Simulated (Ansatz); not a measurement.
# HfSiO4: the cost of one run

Method: DFT PBE, scalar-relativistic, plane waves, PAW, in Ansatz 0.2.0.

4 further runs of the same task are left out: 4 set aside as unsound or not needed.

**1. The structure to begin with**

The cell holds 36 atoms (CHf5O24Si6): a = 6.645 Å, b = 6.645 Å, c = 10.173 Å, α = 109.06°, β = 109.06°, γ = 90.00°.

The coordinates of this cell stand in the input of its own run.

The host was relaxed before at PBE: a = 6.645 Å, b = 6.645 Å, c = 6.015 Å, α = 90.00°, β = 90.00°, γ = 90.00° (conventional cell), 11.066 Å³/atom.

Places, in fractions of the supercell: C in place of Hf at (0.000, 0.000, 0.000). The start keeps the symmetry of the ideal site.

**2. Band edges of the host over the zone**

File input.yaml:

```yaml
crystal:
  lattice:
    - [-3.3224525179, 3.3224525179, 3.0074740519]
    - [3.3224525179, -3.3224525179, 3.0074740519]
    - [3.3224525179, 3.3224525179, -3.0074740519]
  atoms:
    - { symbol: Hf, position: [0.0, 0.0, 0.0] }
    - { symbol: Hf, position: [0.75, 0.25, 0.5] }
    - { symbol: Si, position: [0.25, 0.75, 0.5] }
    - { symbol: Si, position: [0.5, 0.5, 0.0] }
    - { symbol: O, position: [0.1347298441, 0.3189389216, 0.8157909225] }
    - { symbol: O, position: [0.0689389216, 0.7531479991, 0.6842090775] }
    - { symbol: O, position: [0.0689389216, 0.3847298441, 0.3157909225] }
    - { symbol: O, position: [0.5031479991, 0.3189389216, 0.1842090775] }
    - { symbol: O, position: [0.6810610784, 0.4968520009, 0.8157909225] }
    - { symbol: O, position: [0.6152701559, 0.9310610784, 0.6842090775] }
    - { symbol: O, position: [0.2468520009, 0.9310610784, 0.3157909225] }
    - { symbol: O, position: [0.6810610784, 0.8652701559, 0.1842090775] }
basis:
  ecutwfc: 420
  xc_grid: 2
kpoints:
  mp_grid: { grid: [6, 6, 6] }
  band_path: { path: [VBM, CBM], npoints: 2 }
hamiltonian:
  xc: pbe
scf:
  occupations: { method: gaussian, width: 0.02 }
output:
  forces: true
  stress: true
  eigenvalues: true
```

The run is started by

```sh
ansatz run input.yaml --threads 8 --pin off --max-ram 16384MiB --backend cpu --events-out ev --progress --plain --runs-dir out
```

Q: Estimate wall time and peak memory on 8 threads of Arm Neoverse V2, shared host.

About 8.1 s, with a peak of 0.81 GiB.
